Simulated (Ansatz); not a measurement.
Na: distorted cells

All numbers below come from Ansatz 0.2.0, DFT PBE, scalar-relativistic, plane waves, PAW.

Settings: cutoff 420 eV, Γ-centred mesh 12×12×12 on the computed 1-atom cell, Gaussian smearing of 0.10 eV; no spin polarisation.

Reference cell:

```yaml
crystal:
  lattice:
    - [-2.11750, 2.11750, 2.11750]
    - [2.11750, -2.11750, 2.11750]
    - [2.11750, 2.11750, -2.11750]
  atoms:
    - { symbol: Na, position: [0.00000, 0.00000, 0.00000] }
```

Each variant moves atoms of this cell by the vectors given, if any (Å), and then applies a symmetric strain (tensor components, Cartesian axes). The reference cell isn't relaxed at this level. Energies are per atom at zero smearing, counted from the lowest variant. Pressure is positive in compression.

1. strain (xx yy zz yz xz xy, %) 0.95 0.95 -5.05 0.00 0.00 0.00
2. strain (xx yy zz yz xz xy, %) 0.85 1.65 1.65 2.00 -0.16 -0.16
3. strain (xx yy zz yz xz xy, %) -0.42 1.08 -0.42 0.00 0.00 0.00

**Question.** Order the variants by energy, lowest first.

**Answer.** 1 (0.0 meV/atom), 3 (2.0 meV/atom), 2 (5.8 meV/atom).

**Question.** Order them by pressure, highest first.

**Answer.** 1 (0.05 GPa), 3 (-0.21 GPa), 2 (-0.46 GPa).